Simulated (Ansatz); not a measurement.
MoS2:

```
Mo S
1.0
     1.58550    0.91539    6.11500
    -1.58550    0.91539    6.11500
     0.00000   -1.83078    6.11500
Mo S
1 2
Direct
  0.00000 0.00000 0.00000
  0.25000 0.25000 0.25000
  0.75000 0.75000 0.75000
```

Measurements of this composition are mostly on another form, of space group No. 194.

* Program: Ansatz 0.2.0
* Task: relaxation of cell and atoms
* Functional: HSE06
* Potentials or basis: Ansatz PAW
* Cutoff: 420 eV (not typed: the program's choice for these potentials)
* k mesh: 6 × 6 × 6
* Occupations: fermi-dirac, width 0.05 eV
* Spin: no spin polarisation

At the start: volume 17.75 Å³/atom.

Q: Where does the relaxation end?

A: It ends after 10 steps and the volume is 19.54 Å³/atom (+10.1 %); space group R-3m (No. 166, to 0.05 Å).

The path:
| step | energy change (eV) | largest force (eV/Å) | volume (Å³) |
| --- | --- | --- | --- |
| 1 | 0.0000 | 0.4637 | 53.25 |
| 2 | -0.0291 | 0.1096 | 55.22 |
| 3 | -0.0333 | 0.0293 | 56.85 |
| 4 | -0.0348 | 0.0372 | 57.35 |
| 5 | -0.0350 | 0.0036 | 57.79 |
| 6 | -0.0350 | 0.0007 | 57.95 |
| 7 | -0.0362 | 0.0002 | 57.95 |
| 8 | -0.0363 | 0.0018 | 58.38 |
| 9 | -0.0363 | 0.0011 | 58.63 |
| 10 | -0.0364 | 0.0011 | 58.63 |

Final structure:
```yaml
crystal:
  lattice:
    - [1.58241, 0.91360, 6.75873]
    - [-1.58241, 0.91360, 6.75873]
    - [0.00000, -1.82721, 6.75873]
  atoms:
    - { symbol: Mo, position: [0.00000, 0.00000, 0.00000] }
    - { symbol: S, position: [0.25631, 0.25631, 0.25631] }
    - { symbol: S, position: [0.74369, 0.74369, 0.74369] }
```

Caveat: the k mesh is coarse (spacing up to 0.39 Å⁻¹), so the values aren't converged, least of all with exact exchange; the plane-wave basis is chosen anew once the cell has moved, so the energies of steps on either side of that aren't comparable; the PAW data sets come from PBE, with cores solved anew for the run's functional, which leaves a small shift of forces and pressure.
